Zirconium carbide has the rocksalt structure. Here its atoms have been shifted slightly off their ideal sites, and six programs have calculated the same distorted cell with the same density functional. Force and pressure are both slopes of the energy: force is the slope as an atom moves, pressure the slope as the cell changes volume.

Non-spin-polarised PBE calculations of a two-atom rocksalt ZrC cell with atoms displaced by about 0.05 Å, using 2025 and 2026 program releases, a 10×10×10 k mesh and 0.05 eV Fermi–Dirac smearing. Basis lists the plane-wave cutoff or orbital set. Pressure is positive in compression, without Ansatz's Pulay correction; energy change is relative to the undisplaced cell.

```tsv
program	potentials	basis	pressure (GPa)	largest force (eV/Å)	energy change per atom (meV)
GPAW	GPAW PAW data sets (gpaw data 1.2.1)	800 eV	-3.660	0.305	3.840
Ansatz	Ansatz PAW	420 eV	-2.940	0.308	3.880
Quantum ESPRESSO	SSSP 1.3 efficiency PBE	748 eV	-2.880	0.307	3.880
JDFTx	PseudoDojo SR PBE 0.5 standard	1116 eV	-2.620	0.309	3.900
ABACUS	PseudoDojo NC SR 0.4.1 PBE standard	1116 eV	-2.620	0.309	3.900
SIESTA	PseudoDojo 0.4 standard, converted to PSML	DZP	-0.900	0.342	4.230
```

### 1. Why is there a force, and what sets its size?

On its ideal site each atom has six neighbours in opposite pairs, so their pulls cancel. That zero is fixed by symmetry, so it does not depend on the potentials. Once the zirconium and carbon sublattices move apart by a small distance $u$, a restoring force $F=ku$ appears, where $k$ is the stiffness of the crystal against this motion. Another pair of elements in the same lattice would keep the zero and change $k$.

The energy rises by $Fu/2$ per cell. A cell holds two atoms, so the energy change per atom is $e=Fu/4$, and $u=4e/F$. The ABACUS row gives $u\approx0.05$ Å. Used with GPAW's force, this displacement predicts an energy change of 3.85 meV per atom, against 3.84 in the table.

### 2. What would happen if the atoms were moved half as far?

In this spring model the force would halve and the energy change would fall to a quarter. For ABACUS that means about 0.15 eV/Å and 1 meV per atom. The pressure would hardly notice. The displacement stores so little energy per volume that its own share of the pressure is of the order of 0.1 GPa, while the pressures in the table are mostly near −3 GPa.

### 3. What does the negative pressure mean, then?

The cell is larger than each program would like, and if released it would shrink. The change of the cubic edge $a$ follows from $\Delta a/a\approx P/(3B)$, where $P$ is the pressure and $B$ the bulk modulus, the resistance to compression. With a rough recalled $B$ of 220 GPa, ABACUS would shorten the edge by about 0.02 Å. A disagreement of 1 GPa between two programs corresponds to about 0.007 Å in the edge, or 0.15%.

### 4. How can GPAW agree on the force and still be 1 GPa off in pressure?

Symmetry protects the force but not the pressure. When an atom moves off its site, one neighbour comes closer while the opposite one recedes, so the first-order changes cancel in any error of the energy that keeps the crystal's symmetry. When the cell expands, all neighbours recede together and nothing cancels. An error that depends on the distance between atoms therefore shifts the pressure directly, but alters the force only through a slightly wrong stiffness.

Very little energy is needed. Since $P=-dE/dV$, the offset between GPAW and ABACUS can be turned into an energy for a 1% expansion of the cell, whose volume is 2 × 13.23 Å³:

$$
\Delta E=\frac{1.04\ \text{GPa}}{160.2\ \text{GPa per eV/Å}^3}\times0.01\times26.46\ \text{Å}^3\approx1.7\ \text{meV}.
$$

If GPAW's energy rises by this much more than ABACUS's for each 1% of volume, the whole offset is accounted for.

### 5. Where could such a small slope come from?

One source is visible in the Ansatz run. At a fixed cutoff a larger cell receives more plane waves, so the basis keeps the same fineness. A stress calculated with a fixed set of waves stretches those waves with the cell instead. An incomplete basis then becomes coarser on expansion, the energy rises too steeply, and the pressure comes out too low. The Pulay correction removes this error. Plane waves do not travel with the atoms, so the force needs no such correction.

For Ansatz the correction is +0.198 GPa and is left out of the tabulated pressure. Including it moves the result from −2.94 to −2.74 GPa, closer to ABACUS at −2.62 GPa. GPAW's larger offset fits this explanation less well, because its cutoff is 800 eV against 420 eV for Ansatz. Data sets differ in the cutoff they need, however, so the offset may still have the same origin, or it may come from GPAW's PAW data set; these runs do not separate the two. A repeat at a higher cutoff would help: an offset that stays put would point to the data set.

### 6. Why does SIESTA differ in force as well?

SIESTA describes the electrons with a small set of functions centred on the atoms, labelled DZP in the table. Its total energy lies 0.415 eV per cell above that of ABACUS, although the potentials are nearly the same. This is the usual mark of a basis with too little freedom. The error need shrink by only about 3 meV per 1% of expansion to explain a pressure 1.7 GPa higher.

The force is 11% larger than in ABACUS and the energy change 8% larger, so the crystal appears too stiff. A likely reason is that the electrons must rearrange when the atoms leave their symmetric sites, and a short basis lets them do so only in part. The distortion then costs too much energy. A run with a larger basis and the same potentials would test this explanation.

SIESTA's force and energy change also fit together a little differently from those of the other programs. With the displacement from ABACUS, the spring model turns SIESTA's force into an energy change 2% above the calculated one. That mismatch corresponds to about 0.007 eV/Å in the force. SIESTA's forces on the two atoms should cancel but leave about 0.002 eV/Å, so some numerical error is present, though this remainder is too small to account for the mismatch by itself. The runs do not show whether the force or the energy change is more at fault. The printed analysis after this text gives the comparison for each program.

### 7. Which digits can be trusted?

For the force, the plane-wave programs support "about 0.31 eV/Å". Their spread is 0.004 eV/Å, so the third decimal depends on the program and its potentials. The energy changes rise in the same order, which suggests small real differences in stiffness between the calculations. SIESTA's excess of 0.033 eV/Å is about eight times that spread, and its larger energy change points the same way.

The spread is not an error bar, though. All six runs share one functional and one k mesh, and the mesh and cutoffs are usual working values, not converged limits. The makers of the data warn, from tests on other systems, that forces may be off by hundredths of an eV/Å; that figure was not measured on these runs.

For the pressure, JDFTx and ABACUS agree to about 0.001 GPa. Both use PseudoDojo potentials, so this shows how closely two programs can solve nearly the same problem, not how good the potentials are. Across all the plane-wave rows the pressure is known only to about 1 GPa.

In practice, close agreement on forces does not guarantee close agreement on pressure. Relax the cell with the same program, potentials and basis that will be used for the later stress calculation. A cell taken from elsewhere brings an offset that can easily be mistaken for a real strain. If the pressure itself matters, calculate the energy at several volumes with a well-converged basis and compare its slope with the printed stress.

Numerical output:

```
Differences from ABACUS:
               row  pressure GPa  force %  energy change %  energy tilt meV per cell per 1% volume
              GPAW         -1.04   -1.294           -1.538                                   1.718
            Ansatz         -0.32  -0.3236          -0.5128                                  0.5285
  Quantum ESPRESSO         -0.26  -0.6472          -0.5128                                  0.4294
             JDFTx             0        0                0                                       0
            ABACUS             0        0                0                                       0
            SIESTA          1.72    10.68            8.462                                  -2.841
Harmonic model and relaxation:
               row  displacement A  predicted energy change meV per atom  miss meV per atom  estimated change of cubic edge A
              GPAW         0.05036                                  3.85           0.009515                          -0.02623
            Ansatz         0.05039                                 3.887           0.007379                          -0.02107
  Quantum ESPRESSO         0.05055                                 3.875          -0.005243                          -0.02064
             JDFTx         0.05049                                   3.9                  0                          -0.01878
            ABACUS         0.05049                                   3.9                  0                          -0.01878
            SIESTA         0.04947                                 4.317             0.0865                         -0.006451
Spread of plane-wave forces, eV/A: 0.004
SIESTA force less ABACUS force, eV/A: 0.033
Shortest contact predicted from ABACUS force and energy, A: 2.329
Predicted contact less contact of the structure (2.331 A), A: -0.001563
Energy density of the displacement in ABACUS, GPa: 0.04723
Energy change for half the displacement, harmonic, meV per atom: 0.975
Force for half the displacement, harmonic, eV/A: 0.1545
SIESTA free energy above ABACUS, eV per cell: 0.415
GPAW less ABACUS, diagonal stress xx, GPa: -1.039
GPAW less ABACUS, shear stress xy, GPa: 0.00074
Ansatz pressure with Pulay term, GPa: -2.742
Ansatz with Pulay term less ABACUS, GPa: -0.122
JDFTx less ABACUS from unrounded pressures, GPa: -0.001087
```
